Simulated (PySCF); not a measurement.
All of these have the formula C4H6O2. The calculation used TDDFT CAM-B3LYP/aug-cc-pVTZ, vertical, gas phase, core orbitals frozen in the response (PySCF). Geometries: PBE0-D3(BJ)/def2-TZVP; one conformer of each isolated species. Triplets are in the Tamm–Dancoff approximation.

A. `O=C1CCCO1` (gamma-butyrolactone)
B. `CC(=O)C(C)=O` (2,3-butanedione)
C. `C=C(C)C(=O)O` (methacrylic acid)

Lowest singlet levels (six at most, fewer where fewer were computed) with oscillator strengths:

1. 426 nm (f 0.000); 262 nm (f 0.000); 195 nm (f 0.000); 183 nm (f 0.000); 175 nm (f 0.047); 172 nm (f 0.004); T1 2.36 eV
2. 241 nm (f 0.000); 200 nm (f 0.308); 176 nm (f 0.011); 173 nm (f 0.033); 164 nm (f 0.096); 163 nm (f 0.001); T1 3.81 eV
3. 213 nm (f 0.000); 175 nm (f 0.011); 162 nm (f 0.010); 160 nm (f 0.000); 159 nm (f 0.013); 156 nm (f 0.105); T1 5.34 eV

Question: Which spectrum belongs to which structure?

Answer: 1 = B, 2 = C, 3 = A.
- A: S1 at 5.83 eV, HOMO→LUMO+6 (60%), HOMO→LUMO+4 (27%); Löwdin shares by element: HOMO oxygen 67%, carbon 24% or more; LUMO hydrogen 68% or more (atoms not listed hold the other 32%); HOMO -9.35 and LUMO 0.04 eV.
- B: S1 at 2.91 eV, HOMO→LUMO (97%); Löwdin shares by element: HOMO oxygen 57%, carbon 26% or more (atoms not listed hold the other 17%); LUMO carbon 44% or more, oxygen 41%; HOMO -8.66 and LUMO -1.22 eV.
- C: S1 at 5.14 eV, HOMO-1→LUMO (90%); Löwdin shares by element: HOMO carbon 79% (atoms not listed hold the other 21%); LUMO carbon 64% or more, oxygen 14% or more (atoms not listed hold the other 22%); HOMO -9.32 and LUMO -0.33 eV; point group Cs, 1 of its 6 listed states under f = 0.0005.
